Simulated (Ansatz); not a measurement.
Density of states of BAs (F-43m, a = 4.809 Å, b = 4.809 Å, c = 4.809 Å, α = 90.00°, β = 90.00°, γ = 90.00°), in states per eV and primitive cell, averaged over bins of 0.4 eV. Method: DFT PBE, scalar-relativistic, plane waves, PAW in Ansatz 0.2.0.

Plane waves to 420 eV, a k mesh through Γ of 10×10×10 on the computed 2-atom cell and Gaussian smearing (0.02 eV); no spin polarisation.

The cell is relaxed at this level. The states (both spins) are summed by tetrahedra on a 15×15×15 mesh at the self-consistent density. Energies are bin centres; the table starts no lower than −8 eV and ends at 6 eV, or lower where the solved bands end.

The gap is 1.20 eV at this level, with the zero inside it.

```tsv
E − E_F (eV)	total	B 2p	As 4p	B 2s	As 4s
-7.85	0.53	0.09	0.25	0.14	0.05
-7.45	0.39	0.07	0.18	0.09	0.04
-7.05	0.31	0.06	0.14	0.07	0.04
-6.65	0.26	0.06	0.12	0.05	0.03
-6.25	0.71	0.26	0.36	0.05	0.03
-5.85	0.84	0.32	0.42	0.06	0.03
-5.45	0.81	0.31	0.40	0.06	0.03
-5.05	0.88	0.36	0.43	0.06	0.03
-4.65	1.13	0.49	0.55	0.05	0.03
-4.25	1.16	0.52	0.57	0.04	0.02
-3.85	1.10	0.50	0.54	0.04	0.02
-3.45	1.05	0.48	0.51	0.03	0.02
-3.05	0.99	0.47	0.48	0.02	0.01
-2.65	0.95	0.46	0.46	0.02	0.01
-2.25	0.64	0.32	0.30	0.01	0.01
-1.85	0.40	0.20	0.19	0.01	0.00
-1.45	0.27	0.14	0.12	0.00	0.00
-1.05	0.15	0.08	0.07	0.00	0.00
-0.65	0.02	0.01	0.01	0.00	0.00
-0.25	0.00	0.00	0.00	0.00	0.00
0.15	0.00	0.00	0.00	0.00	0.00
0.55	0.01	0.00	0.00	0.00	0.00
0.95	0.20	0.07	0.04	0.04	0.03
1.35	0.40	0.14	0.09	0.07	0.05
1.75	0.54	0.20	0.13	0.09	0.06
2.15	0.81	0.29	0.18	0.13	0.10
2.55	1.55	0.57	0.31	0.27	0.23
2.95	1.30	0.53	0.26	0.17	0.18
3.35	0.85	0.35	0.20	0.08	0.09
3.75	0.70	0.24	0.23	0.07	0.05
4.15	1.61	0.50	0.58	0.18	0.09
4.55	1.44	0.44	0.48	0.18	0.10
4.95	1.03	0.36	0.34	0.09	0.07
5.35	1.05	0.37	0.32	0.07	0.07
5.75	1.06	0.36	0.33	0.08	0.07
```

The columns after the total are the Löwdin projections on the occupied valence shells of the potentials. The rest of the total lies in shells that are empty in the free atom, which aren't projected, and between the atoms.